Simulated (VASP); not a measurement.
**Ag: single point with PBEsol**

The system is Ag.

```
CELL_PARAMETERS angstrom
2.20906 -3.74395 0.00000
2.20906 3.74395 0.00000
0.00000 0.00000 4.42400
ATOMIC_POSITIONS crystal
Ag 0.15250 0.84750 0.07850
Ag 0.65250 0.34750 0.42150
Ag 0.84750 0.15250 0.92150
Ag 0.34750 0.65250 0.57850
```

The cell was built by a generator and needn't be a form met in nature.

```yaml
Program: VASP 6.6.1
Task: single point
Functional: PBEsol
Potentials_or_basis: VASP PAW PBE potentials, release 64 (Ag)
Cutoff: 520 eV
k_mesh: 6 × 6 × 4
Occupations: gaussian, width 0.1 eV
Spin: no spin polarisation
```

- Pressure: 13.6 GPa
- Largest force: 1.515 eV/Å
- Band gap on the k mesh: none (metal or under the smearing width)

Forces in eV/Å, atoms in the order of the input:
```
Ag   0.000 -1.460  0.403
Ag   0.000 -1.460 -0.403
Ag   0.000  1.460 -0.403
Ag   0.000  1.460  0.403
```

Stress tensor (GPa, compression positive):
```
 5.83  0.00  0.00
 0.00 24.66  0.00
 0.00  0.00 10.37
```

Levels at points of the mesh, in eV from the Fermi level:
```tsv
k point	band 19	band 20	band 21	band 22	band 23	band 24	band 25	band 26
(0.00, 0.00, 0.00)	-3.13	-2.77	-2.62	1.70	3.12	4.29	4.34	6.59
(0.50, 0.00, 0.00)	-3.07	-3.07	-2.41	-2.41	2.94	2.94	4.06	4.06
(0.50, 0.50, 0.00)	-3.18	-2.96	-2.79	-2.06	0.67	4.20	4.73	5.89
(0.00, 0.00, 0.50)	-3.03	-3.03	-2.74	-2.74	6.04	6.04	6.69	6.69
(0.50, 0.00, 0.50)	-2.91	-2.91	-1.44	-1.44	-0.33	-0.33	3.24	3.24
(0.50, 0.50, 0.50)	-3.04	-3.04	-1.23	-1.23	0.03	0.03	4.52	4.52
```

Run time: 45 s on 1 thread of Intel(R) Xeon(R) Platinum 8488C (Sapphire Rapids), on a shared host, peak memory 0.21 GiB.

Caveat: the PAW data sets were made with another functional, which shifts forces and pressure a little.
